When the band gap of strained HfO₂ stops responding smoothly, has the material changed or only the calculation? In the monoclinic crystal studied here, compressing the two in-plane directions widens the indirect gap and stretching them narrows it. The valence top is mainly oxygen 2p and the conduction bottom mainly hafnium 5d. Theory suggests that compression brings Hf and O closer in the plane and strengthens the mixing that pushes filled and empty states apart. The film thickens in response, which should undo part of the effect.

Monoclinic HfO2 (P2_1/c, 12-atom cell) under epitaxial xy strain (positive for stretching), computed with Ansatz 0.2.0 using plane-wave PAW DFT. Atoms and cell normal were relaxed with r2SCAN; k meshes are 4×4×4 for HSE06 and 6×6×6 for PBE and r2SCAN. Band gaps are indirect; changes and energy rises are relative to the unstrained cell with the same functional.

```
functional  strain (%)  band gap (eV)  band gap change (eV)  least direct gap change (eV)  energy rise per atom (meV)
     HSE06          -3          5.903                 0.215                         0.227                        30.4
     HSE06          -2          5.803                 0.114                         0.097                        13.7
     HSE06          -1          5.725                 0.037                         0.029                         3.6
     HSE06           1          5.664                -0.024                        -0.019                         2.9
     HSE06           2          5.644                -0.044                        -0.037                        11.8
     HSE06           3          5.619                -0.069                        -0.064                        26.6
       PBE          -3          4.272                 0.183                         0.206                        40.5
       PBE          -2          4.198                 0.109                         0.088                        20.8
       PBE          -1          4.124                 0.035                         0.026                         7.4
       PBE           1          4.066                -0.023                        -0.021                        -1.5
       PBE           2          4.047                -0.042                        -0.052                         2.8
       PBE           3          4.024                -0.065                        -0.089                        12.5
    r2SCAN          -3          4.792                 0.197                         0.217                        29.0
    r2SCAN          -2          4.708                 0.113                         0.094                        12.9
    r2SCAN          -1          4.633                 0.038                         0.029                         3.2
    r2SCAN           1          4.569                -0.026                        -0.025                         3.1
    r2SCAN           2          4.547                -0.048                        -0.059                        12.3
    r2SCAN           3          4.520                -0.075                        -0.100                        27.3
```

For a gate dielectric, this response is modest. The HSE06 gap varies by about 5 % of its mean over the whole strain range, while HSE06 and PBE gaps differ by about 1.6 eV. Strain is therefore a weak handle on the gap itself. Leakage also depends on the band offsets to the channel, which need a calculation of the interface.

The clearest break is at −3 %. Up to −2 %, the least direct gap opens less than the indirect gap; at −3 % it opens more, with all three functionals. The r2SCAN rows show what this means. From the unstrained cell to −3 %, both r2SCAN gaps end at the same conduction state, at a point Y₂ on the edge of the Brillouin zone. The indirect gap starts from the valence top at the zone centre Γ, the direct gap from the valence top at Y₂. Subtracting the gaps removes the conduction state:

direct gap − indirect gap = E(Γ) − E(Y₂)

Here E is the energy of the highest filled state at each point. For small strain each state should shift in proportion to the strain s, so the difference should follow a straight line:

change of the difference = k·s

The gaps themselves already bend, since both gap changes about triple from −1 to −2 %, but most of this bend cancels in the difference. A line through zero, fitted to the −1 and −2 % rows of all three functionals, gives k = 0.0093 eV per %. The −3 % rows were left out of the fit. For r2SCAN at −3 % the estimate runs:

expected: 0.0093 × (−3) = −0.028 eV
computed: 0.217 − 0.197 = +0.020 eV
break: 0.020 − (−0.028) = 0.048 eV

The valence top at Γ thus lies about 0.05 eV higher, relative to the one at Y₂, than the line predicts. A likely cause is a change of the highest filled state at Γ. Several oxygen 2p levels are expected to lie close together there, and strain should move them at different rates. Once a faster-rising level overtakes the old top, E(Γ) bends upward and holds back the indirect gap. The r2SCAN levels fit this picture. On the program's energy scale, the top at Γ rises by 0.134 eV from −1 to −2 % and by 0.175 eV over the next per cent, while the top at Y₂ rises by 0.144 and then 0.137 eV. The zero of that scale can itself move as the cell is strained, so these separate rises are a guide, not proof.

A crossing at Γ doesn't explain everything. Averaged over the functionals, the direct gap opens by 0.065 eV from −1 to −2 % and by 0.124 eV over the next per cent, although it doesn't involve Γ in the r2SCAN rows. The indirect gap doesn't slow down either: its openings over the same two steps are 0.075 and 0.086 eV. On the same energy scale, most of the extra opening in r2SCAN appears at the conduction bottom, which rises by 0.209 eV in the first step and 0.259 eV in the second. A simple crossing of empty levels can't cause that, because it would make the lowest one rise more slowly. Rearrangement of the atoms inside the cell is a more likely cause. The relaxed thickness hints at one: up to −2 %, each further per cent of compression thickens the film by more than the last, but the final step adds slightly less. The atomic positions weren't compared. All functionals were applied to the same r2SCAN-relaxed structures, so their agreement can't separate the two causes. Following the individual levels at Γ and Y₂ between −2 and −3 % would test the crossing.

On the stretched side, the HSE06 row at +3 % probably owes its odd behaviour to the mesh. The mesh was set by functional: 4×4×4 for HSE06 and 6×6×6 for the other two. The HSE06 direct gap closes by 0.064 eV, against 0.100 eV in r2SCAN, although their indirect gaps change almost equally. At +1 % the r2SCAN direct gap has already moved from Y₂ to a point that the coarser HSE06 mesh doesn't contain. HSE06 may therefore miss the smallest direct gap, and a run on the finer mesh would settle it. The straight line also fails under tension, partly because the r2SCAN direct gap no longer starts at Y₂.

The PBE row at +1 % breaks a different pattern: its energy falls by 1.5 meV per atom, where r2SCAN gives a rise of 3.1 meV. The cause is the starting cell. It was relaxed with r2SCAN, and PBE finds it under pressure, so stretching releases energy. Adding the work of that starting stress, −4.5 meV, to the r2SCAN rise gives −1.4 meV. The same sum, with no adjustable constant, reproduces all six PBE energies to within 1 meV per atom; the printed output below gives this test and the line fit.

In practice, for in-plane strains up to 2 % either way, take the change of the indirect gap from PBE or r2SCAN and add it to an unstrained HSE06 gap. On these structures the three functionals then agree on the change to within 0.006 eV. At −3 % they differ by 0.032 eV, so run HSE06 there directly. For direct gaps under tension, refine the mesh before comparing functionals.

The analysis program printed:

```
Direct gap change less indirect gap change:
     row  strain %  difference eV    line eV  departure eV
   HSE06        -3          0.012     -0.028          0.04
   HSE06        -2         -0.017   -0.01867      0.001667
   HSE06        -1         -0.008  -0.009333      0.001333
   HSE06         1          0.005   0.009333     -0.004333
   HSE06         2          0.007    0.01867      -0.01167
   HSE06         3          0.005      0.028        -0.023
     PBE        -3          0.023     -0.028         0.051
     PBE        -2         -0.021   -0.01867     -0.002333
     PBE        -1         -0.009  -0.009333     0.0003333
     PBE         1          0.002   0.009333     -0.007333
     PBE         2          -0.01    0.01867      -0.02867
     PBE         3         -0.024      0.028        -0.052
  r2SCAN        -3           0.02     -0.028         0.048
  r2SCAN        -2         -0.019   -0.01867    -0.0003333
  r2SCAN        -1         -0.009  -0.009333     0.0003333
  r2SCAN         1          0.001   0.009333     -0.008333
  r2SCAN         2         -0.011    0.01867      -0.02967
  r2SCAN         3         -0.025      0.028        -0.053
Slope of the line from the -1 and -2 % rows, eV per %: 0.009333
Mean indirect gap opening from -1 to -2 %, eV: 0.07533
Mean indirect gap opening from -2 to -3 %, eV: 0.08633
Mean direct gap opening from -1 to -2 %, eV: 0.065
Mean direct gap opening from -2 to -3 %, eV: 0.1237
Mean opening at -3 % over mean closing at +3 %, ratio: 2.847
Spread of indirect gap change among functionals at -3 %, eV: 0.032
Same spread at +3 %, eV: 0.01
Mean HSE06 gap less mean PBE gap, eV: 1.604
Full range of the HSE06 gap over its mean, %: 4.96
r2SCAN direct gap less indirect gap at -2 %, eV: 0.07045
r2SCAN direct gap less indirect gap at -3 %, eV: 0.1085
HSE06 difference less mean PBE and r2SCAN difference at +3 %, eV: 0.0295
r2SCAN energy at -3 % scaled from -2 % with strain squared, meV per atom: 29.03
PBE energy at +1 % from r2SCAN energy plus stress work, meV per atom: -1.391
Largest miss of this PBE energy model over six strains, meV per atom: 0.9165
```
